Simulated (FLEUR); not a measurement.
## SnTe in FLEUR: the effect of volume factor

The system is SnTe.

```
Te Sn
1.0
     0.00000    3.72771    3.72771
     3.72771    0.00000    3.72771
     3.72771    3.72771    0.00000
Te Sn
1 1
Cartesian
  1.8639 1.8639 1.8639
  0.0000 0.0000 0.0000
```

Measurements of this composition are mostly on another form, of space group No. 225.

Alike in all runs:

* Program: FLEUR MaX-R8.1 (later development tree)
* Task: single point
* Functional: PBEsol
* Potentials or basis: all-electron
* Basis: FLAPW
* Kmax: 4.1 1/bohr
* k mesh: 7 × 7 × 7
* Occupations: fermi-dirac, width 0.05 eV
* Spin: no spin polarisation

```csv
volume factor,gap on the mesh (eV)
1.1,?
1.05,0.39
1,0.29
0.95,0.16
0.9,none
0.85,none
0.8,none
```

What does the run with volume factor 1.1 give?

gap on the mesh 0.49 eV.

Caveats: spin-orbit coupling is left out, which moves the levels of the heavy elements (some runs); an odd mesh through Γ misses points on the zone boundary, where band edges often lie (some runs).

A gap of «none» marks a metal or a gap under the smearing width.
